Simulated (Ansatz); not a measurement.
# BN (P6_3mc) in Ansatz: a series of runs

The runs below take BN through projected density of states, single point, with BLYP, RPBE+D4, PBE+D4.

All numbers are computed with Ansatz 0.2.0; they aren't measurements. Logs are shortened: lines on timing, memory, paths and dates and some standing lists are left out, and cuts for length are marked.

### 1 The structure

Symmetry: P6_3mc, No. 186, hexagonal system. Conventional cell: a = 2.554 Å, b = 2.554 Å, c = 4.227 Å, α = 90.00°, β = 90.00°, γ = 120.00°. N (site symmetry 3m) is surrounded by 4 B at 1.57 to 1.58 Å. B (site symmetry 3m) is surrounded by 4 N at 1.57 to 1.58 Å.

Measurements of this composition are mostly on another form, of space group No. 194.

### 2 Projected density of states, BLYP (atoms moved at random, drawn with an rms of 0.02 Å)

Input file run.py:

```python
import json

import ase.io
import numpy as np

import ansatz as az

atoms = ase.io.read("POSCAR", format="vasp")

calculation = (
    az.Crystal.from_ase(atoms)
    .calculation()
    .kpoints(9, 9, 5)
    .functional("blyp")
    .pseudopotentials(kind="paw", source="jth")
    .scf(extra_bands=10)
    .occupations(method="methfessel_paxton", width=0.05)
    .density_of_states(energy_step=0.05, projected=True, nscf_kmesh=(14, 14, 8))
    .forces()
    .stress()
    .band_table(publish=True)
)
outcome = calculation.run(threads=2, events_out="events.jsonl")

report = outcome.report
for line in open("events.jsonl"):
    event = json.loads(line)
    if event["event"] == "scf_iter":
        d = event["data"]
        print(f"SCF {d['iter']:3d}  HF = {d['harris_foulkes_ev']:.6f} eV  dr2 = {d['dr2_ev']:.2e} eV")
    elif event["event"] in ("relax_step", "md_step"):
        d = event["data"]
        print(f"{event['event']} {d['step']:3d}  E = {d['lagrangian_ev']:.6f} eV")
np.set_printoptions(precision=5, suppress=True, linewidth=110)
print("converged:", report["converged"], "after", report["n_iterations"], "iterations")
print(f"free energy {report['free_energy_ev']:.6f} eV, Fermi level {report['fermi_energy_ev']:.4f} eV")
for key in ("band_edges_ev", "magnetization_mub", "site_moments_mub", "site_moments_nc_mub", "forces_ev_ang",
                "stress_gpa"):
    if report.get(key) is not None:
        print(key, np.array(report[key]), sep="\n")
```

Input file POSCAR:

```
BN
1.0
    2.5539396017      0.0000000000      0.0000000000
   -1.2769698009      2.2117765748      0.0000000000
    0.0000000000      0.0000000000      4.2268550000
N B
2 2
Direct
    0.3346400000      0.6706570000      0.1222730000
    0.6617990000      0.3297410000      0.6276780000
    0.3285380000      0.6657380000      0.5045240000
    0.6652030000      0.3293380000      0.9975300000
```

Potentials or basis: JTH PAW.

Started as:

```bash
$ python run.py
```

Output:

```text
DeckWarning: basis.ecutwfc = 1320 eV, auto-derived from the records' recommended cutoffs: set by N (normal level)
DeckWarning: pseudopotentials/N.paw.azcp: the checks of this N dataset prove no rule for summing its radial tables, as where they were carried onto another mesh than they were made on, and Gregory's rule is taken, under which a leading mesh point left out moves its sums only by what lay on the interval it spanned. That does not make them correct, and they differ from Quantum ESPRESSO's on this file; a re-export a frac [...]
DeckWarning: pseudopotentials/B.paw.azcp: the checks of this B dataset prove no rule for summing its radial tables, as where they were carried onto another mesh than they were made on, and Gregory's rule is taken, under which a leading mesh point left out moves its sums only by what lay on the interval it spanned. That does not make them correct, and they differ from Quantum ESPRESSO's on this file; a re-export a frac [...]
PlacementWarning: RAYON_NUM_THREADS=2 ignored (pool sized by the plan → 2); use plan(threads=…)
SCF   1  HF = -1089.593295 eV  dr2 = 5.60e+00 eV
SCF   2  HF = -1088.145135 eV  dr2 = 7.27e-01 eV
SCF   3  HF = -1087.981342 eV  dr2 = 3.08e-03 eV
SCF   4  HF = -1087.984179 eV  dr2 = 1.60e-04 eV
SCF   5  HF = -1087.984177 eV  dr2 = 1.30e-05 eV
SCF   6  HF = -1087.984253 eV  dr2 = 2.19e-07 eV
SCF   7  HF = -1087.984253 eV  dr2 = 3.91e-09 eV
converged: True after 7 iterations
free energy -1087.984253 eV, Fermi level 14.3251 eV
band_edges_ev
[11.52419 17.12641]
magnetization_mub
0.0
forces_ev_ang
[[ 0.00636 -0.41437  0.56726]
 [-0.01245  0.12    -0.37203]
 [ 0.11003 -0.06044 -0.67684]
 [-0.10393  0.35481  0.48158]]
stress_gpa
[[ 5.90505 -0.07286  0.0014 ]
 [-0.07286  6.86991 -0.1271 ]
 [ 0.0014  -0.1271   6.41756]]
```

dos.tsv:

```text
# E-E_F[eV]	g_bin_mean(E)[states/eV]	N(E)
# format = ansatz-dos/2
# fermi_ev = 14.325355
# fermi_mp_grid = 14 14 8
# fermi_mp_shift = 0 0 0
# nscf_kmesh_grid = 14 14 8
# nscf_kmesh_shift = 0 0 0
# g_bin_mean(E): the states in a bin one row spacing wide, centred on E, divided by that spacing. States that the method places at a single energy (under output.dos.method: tetrahedron, those of a tetrahedron whose four corners have one energy) are counted whole in the row whose bin holds that energy (on the edge of two bins, in the lower row). The sum of g_bin_mean over a run of rows, times the row spacing, is the number of states from half a spacing under the first of them to half a spacing over the last (a plain sum, not the trapezoid rule).
-23.441681	0.000000e0	0.000000e0
-23.391681	0.000000e0	0.000000e0
-23.341681	0.000000e0	0.000000e0
-23.291681	0.000000e0	0.000000e0
-23.241681	0.000000e0	0.000000e0
-23.191681	0.000000e0	0.000000e0
[... 894 lines left out ...]
21.558319	0.000000e0	3.600000e1
21.608319	0.000000e0	3.600000e1
```

pdos.tsv:

```text
# format = ansatz-pdos/7
# g_bin_mean(E): the states in a bin one row spacing wide, centred on E, divided by that spacing. States that the method places at a single energy (under output.dos.method: tetrahedron, those of a tetrahedron whose four corners have one energy) are counted whole in the row whose bin holds that energy (on the edge of two bins, in the lower row). The sum of g_bin_mean over a run of rows, times the row spacing, is the number of states from half a spacing under the first of them to half a spacing over the last (a plain sum, not the trapezoid rule).
# In this file a state enters a block with its share in what the block's header names, not whole (its projection on it, or on datasets made for the crystal an estimate of its charge with that l in the spheres of the block's sites), and under output.dos.method: tetrahedron states that the mesh does not resolve from one another share a weight, wholly or in part: but for these the sum of a block's g_bin_mean over a run of rows, times the row spacing, is the block's share of the states in those rows' bins. The shares of one state add up to no more than one, with a site that stands in two lists taken from one of them.
# Behind its l a block's header has the name that the species' file or projection atom gives the shell on which the block projects (l=1_3P). A block holds that shell's share alone: where a species is projected on a semicore shell alone of an l (copper's 3P), what the valence states have of that l is in no block.
# The columns named for an orbital (pz, dxy) are the curves of the shell's orbitals. An orbital is a real harmonic (pz is z/r, dz2 is (3z2-r2)/r2; the quick start lists them all) on the Cartesian axes of the frame in which crystal.lattice lays the cell: that of its vectors as typed, or the given cell's a along x, b in the xy plane and c towards positive z where the lattice is given by a Bravais shorthand or by lengths and angles. With two spin channels it has two columns, _up and _dn. A row's orbitals add up to the shell's g_bin_mean or, where the shell has blocks with a j, to the sum of theirs. Such a shell has its orbitals in a block of their own, whose first line closes on the word orbitals and which has no g_bin_mean; if the projectors of the two j differ, the curve of an orbital there holds a part of the shell's other orbitals, of either spin.
# site=0 l=0_2S
# E-E_F[eV]	g_bin_mean(E)[states/eV]
# fermi_ev = 14.325355
# fermi_mp_grid = 14 14 8
# fermi_mp_shift = 0 0 0
# nscf_kmesh_grid = 14 14 8
# nscf_kmesh_shift = 0 0 0
-23.441681	0.000000e0
-23.391681	0.000000e0
-23.341681	0.000000e0
-23.291681	0.000000e0
-23.241681	0.000000e0
-23.191681	0.000000e0
[... 894 lines left out ...]
21.558319	0.000000e0
21.608319	0.000000e0

# site=0 l=1_2P
# E-E_F[eV]	g_bin_mean(E)[states/eV]	pz	px	py
# fermi_ev = 14.325355
# fermi_mp_grid = 14 14 8
# fermi_mp_shift = 0 0 0
# nscf_kmesh_grid = 14 14 8
# nscf_kmesh_shift = 0 0 0
-23.441681	0.000000e0	0.000000e0	0.000000e0	0.000000e0
-23.391681	0.000000e0	0.000000e0	0.000000e0	0.000000e0
-23.341681	0.000000e0	0.000000e0	0.000000e0	0.000000e0
-23.291681	0.000000e0	0.000000e0	0.000000e0	0.000000e0
-23.241681	0.000000e0	0.000000e0	0.000000e0	0.000000e0
-23.191681	0.000000e0	0.000000e0	0.000000e0	0.000000e0
[... 894 lines left out ...]
21.558319	0.000000e0	0.000000e0	0.000000e0	0.000000e0
21.608319	0.000000e0	0.000000e0	0.000000e0	0.000000e0

# site=1 l=0_2S
# E-E_F[eV]	g_bin_mean(E)[states/eV]
# fermi_ev = 14.325355
# fermi_mp_grid = 14 14 8
# fermi_mp_shift = 0 0 0
# nscf_kmesh_grid = 14 14 8
# nscf_kmesh_shift = 0 0 0
-23.441681	0.000000e0
-23.391681	0.000000e0
-23.341681	0.000000e0
-23.291681	0.000000e0
-23.241681	0.000000e0
-23.191681	0.000000e0
[... 894 lines left out ...]
21.558319	0.000000e0
21.608319	0.000000e0

# site=1 l=1_2P
# E-E_F[eV]	g_bin_mean(E)[states/eV]	pz	px	py
# fermi_ev = 14.325355
# fermi_mp_grid = 14 14 8
# fermi_mp_shift = 0 0 0
# nscf_kmesh_grid = 14 14 8
# nscf_kmesh_shift = 0 0 0
-23.441681	0.000000e0	0.000000e0	0.000000e0	0.000000e0
-23.391681	0.000000e0	0.000000e0	0.000000e0	0.000000e0
-23.341681	0.000000e0	0.000000e0	0.000000e0	0.000000e0
-23.291681	0.000000e0	0.000000e0	0.000000e0	0.000000e0
-23.241681	0.000000e0	0.000000e0	0.000000e0	0.000000e0
-23.191681	0.000000e0	0.000000e0	0.000000e0	0.000000e0
[... 894 lines left out ...]
21.558319	0.000000e0	0.000000e0	0.000000e0	0.000000e0
21.608319	0.000000e0	0.000000e0	0.000000e0	0.000000e0

# site=2 l=0_2S
# E-E_F[eV]	g_bin_mean(E)[states/eV]
# fermi_ev = 14.325355
# fermi_mp_grid = 14 14 8
# fermi_mp_shift = 0 0 0
# nscf_kmesh_grid = 14 14 8
# nscf_kmesh_shift = 0 0 0
-23.441681	0.000000e0
-23.391681	0.000000e0
-23.341681	0.000000e0
-23.291681	0.000000e0
-23.241681	0.000000e0
-23.191681	0.000000e0
[... 894 lines left out ...]
21.558319	0.000000e0
21.608319	0.000000e0

# site=2 l=1_2P
# E-E_F[eV]	g_bin_mean(E)[states/eV]	pz	px	py
# fermi_ev = 14.325355
# fermi_mp_grid = 14 14 8
# fermi_mp_shift = 0 0 0
# nscf_kmesh_grid = 14 14 8
# nscf_kmesh_shift = 0 0 0
-23.441681	0.000000e0	0.000000e0	0.000000e0	0.000000e0
-23.391681	0.000000e0	0.000000e0	0.000000e0	0.000000e0
-23.341681	0.000000e0	0.000000e0	0.000000e0	0.000000e0
-23.291681	0.000000e0	0.000000e0	0.000000e0	0.000000e0
-23.241681	0.000000e0	0.000000e0	0.000000e0	0.000000e0
-23.191681	0.000000e0	0.000000e0	0.000000e0	0.000000e0
[... 594 lines left out ...]
6.558319	5.005004e-1	2.468917e-1	1.222060e-1	1.314027e-1
6.608319	3.933393e-1	1.904953e-1	9.682412e-2	1.060199e-1
6.
```

Run time: 95 s. Hardware: 2 threads of Arm Neoverse V1, shared host; peak memory 1.2 GiB.

Results:

```yaml
Free_energy: -1087.9843 eV
Pressure: 6.4 GPa
Largest_force: 0.703 eV/Å
Band_gap_on_the_k_mesh: 5.60 eV, indirect (least direct gap 8.31 eV)
```

Forces in eV/Å, atoms in the order of the input:
```
N    0.006 -0.414  0.567
N   -0.012  0.120 -0.372
B    0.110 -0.060 -0.677
B   -0.104  0.355  0.482
```

Levels at points of the mesh, in eV from the valence-band top:
```csv
k point,band 6,band 7,band 8,band 9,band 10,band 11
"(0.00, 0.00, 0.00)",-0.27,-0.16,0.00,8.31,8.48,8.53
```

States per cell in windows of 1 eV (zero at the valence-band top; states under -8 eV left out):
| from (eV) | total | N 2p | B 2p | B 2s | N 2s |
| --- | --- | --- | --- | --- | --- |
| -8.0 | 1.08 | 0.66 | 0.20 | 0.14 | 0.07 |
| -7.0 | 1.09 | 0.69 | 0.24 | 0.10 | 0.05 |
| -6.0 | 1.30 | 0.84 | 0.32 | 0.09 | 0.05 |
| -5.0 | 1.58 | 1.06 | 0.41 | 0.07 | 0.04 |
| -4.0 | 1.91 | 1.34 | 0.48 | 0.06 | 0.03 |
| -3.0 | 1.91 | 1.41 | 0.45 | 0.03 | 0.02 |
| -2.0 | 0.80 | 0.63 | 0.15 | 0.01 | 0.01 |
| -1.0 | 0.28 | 0.23 | 0.04 | 0.00 | 0.00 |
| 0.0 | 0.00 | 0.00 | 0.00 | 0.00 | 0.00 |
| 1.0 | 0.00 | 0.00 | 0.00 | 0.00 | 0.00 |
| 2.0 | 0.00 | 0.00 | 0.00 | 0.00 | 0.00 |
| 3.0 | 0.00 | 0.00 | 0.00 | 0.00 | 0.00 |
| 4.0 | 0.00 | 0.00 | 0.00 | 0.00 | 0.00 |
| 5.0 | 0.01 | 0.00 | 0.00 | 0.00 | 0.00 |
| 6.0 | 0.16 | 0.03 | 0.09 | 0.00 | 0.01 |
| 7.0 | 1.30 | 0.15 | 0.67 | 0.11 | 0.22 |

Caveat: the potentials were made for another functional, which shifts forces and pressure; odd divisions of the mesh miss points on the zone boundary, where band edges often lie, so the gap on the mesh can be too wide. A k mesh can miss the band edges.

(Continued in part 2 of 2.)
